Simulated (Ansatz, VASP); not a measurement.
Two plane-wave programs on AlPt

The input INCAR:

```
ALGO     = Normal         # electronic algorithm
EDIFF    = 1E-6           # SCF threshold, eV
ENCUT    = 520            # plane-wave cutoff, eV
GGA      = CA             # functional
ISIF     = 2              # what is computed and relaxed
ISMEAR   = -1             # smearing method
LASPH    = T              # aspherical terms in the spheres
LCHARG   = F              # write CHGCAR
LREAL    = F              # projectors in reciprocal space
LWAVE    = F              # write WAVECAR
NBANDS   = 14             # bands
NELM     = 100            # most SCF steps
PREC     = Accurate       # precision mode
SIGMA    = 0.05           # smearing width, eV
```

KPOINTS

```
k-points
0
Gamma
  12 12 12
```

Contents of POSCAR:

```
AlPt
1.0
    2.8699370784      0.0000000000      0.0000000000
    0.0000000000      2.8699370784      0.0000000000
    0.0000000000      0.0000000000      2.8699370784
Al Pt
1 1
Direct
    0.0000000000      0.0000000000      0.0000000000
    0.5000000000      0.5000000000      0.5000000000
```

Input for Ansatz:

```yaml
crystal:
  lattice:
    - [2.8699370784, 0.0, 0.0]
    - [0.0, 2.8699370784, 0.0]
    - [0.0, 0.0, 2.8699370784]
  atoms:
    - { symbol: Al, position: [0.0, 0.0, 0.0] }
    - { symbol: Pt, position: [0.5, 0.5, 0.5] }
kpoints:
  mp_grid: { grid: [12, 12, 12] }
  band_path:
    path:
      - [0.0, 0.0, 0.0]
      - [0.0, 0.5, 0.0]
      - [0.5, 0.5, 0.0]
      - [0.0, 0.0, 0.0]
      - [0.5, 0.5, 0.5]
      - [0.0, 0.5, 0.0]
      - [0.5, 0.5, 0.5]
      - [0.5, 0.5, 0.0]
    npoints: 6
scf:
  occupations: { method: fermi_dirac, width: 0.05 }
hamiltonian:
  xc: lda
  pseudopotentials: { kind: paw }
output:
  forces: true
  stress: true
  eigenvalues: true
  populations: true
```

Change from the starting cell: volume scaled by 0.8, PAW files.

Alike in both runs: task single point; functional LDA; k mesh 12 × 12 × 12; occupations fermi-dirac, width 0.05 eV; no spin polarisation.

|  | VASP | Ansatz |
| --- | --- | --- |
| version | VASP 6.6.1 | Ansatz 0.2.0 |
| potentials or method | VASP PAW LDA potentials, release 64 (Al, Pt) | PAW with Ansatz's default frozen-core files, scalar-relativistic |
| plane-wave cutoff (eV) | 520 | 420 |
| valence electrons in the cell | 13 | 21 |

VASP gave:

```
pressure (GPa) : 55.8
```

Estimate Ansatz's values.

pressure (GPa): 54.2.

The two sets of potentials don't hold the same shells in valence.

Caveats: so large a pressure means that the cell lies far from this level's equilibrium, or that cutoff or potentials fall short (VASP). Spin-orbit coupling is left out, which matters for the levels of Pt.
